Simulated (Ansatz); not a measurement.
InN (zinc blende)

```
CELL_PARAMETERS angstrom
      0.00000     5.04898     5.04898
      2.52449     0.00000     2.52449
      2.52449     2.52449     0.00000
ATOMIC_POSITIONS crystal
  N  0.37500 0.75000 0.75000
  N  0.87500 0.75000 0.75000
  In 0.00000 0.00000 0.00000
  In 0.50000 0.00000 0.00000
```

The atoms are displaced by Q × the pattern below (from a DFPT mode at L = (0.5, 0.0, 0.0), largest move 1; Q in Å), at fixed cell. (q is in reciprocal vectors of the primitive cell; the cell shown is doubled to hold the pattern.)

```csv
atom,x,y,z
N1,0.577,-0.577,-0.577
N2,-0.577,0.577,0.577
In3,-0.015,0.015,0.015
In4,0.015,-0.015,-0.015
```

All values below come from PBE (plane waves to 420 eV, PAW, scalar-relativistic; Ansatz, a first-principles code). k mesh 11×11×11 (Γ-centred), Fermi-Dirac smearing 0.05 eV. With partly filled bands, energies and forces of such displacements shift with the k mesh and the smearing. At this level the bands of InN touch or barely overlap; measurements give the solid a gap. InN was relaxed with its symmetry unable to fall. 

```csv
Q (Å),−dE/dQ from forces (eV/Å)
-0.280,9.802
-0.233,7.854
-0.187,6.085
-0.140,4.451
-0.093,2.915
-0.047,1.442
0.000,0.000
0.047,-1.442
0.093,-2.915
0.140,-4.451
0.187,-6.085
0.233,-7.854
0.280,-9.802
```

Question: What harmonic wavenumber does the curvature at Q = 0 give?

Answer: 545 cm⁻¹. E″ = 30.78 eV/Å², M = Σ mᵢ|uᵢ|² = 28.2 u, ν̃ = 521.5·√(|E″|/M).

(For displaced atoms, the force is minus the slope of the energy, and its curvature is a force constant, which sets phonon frequencies.)
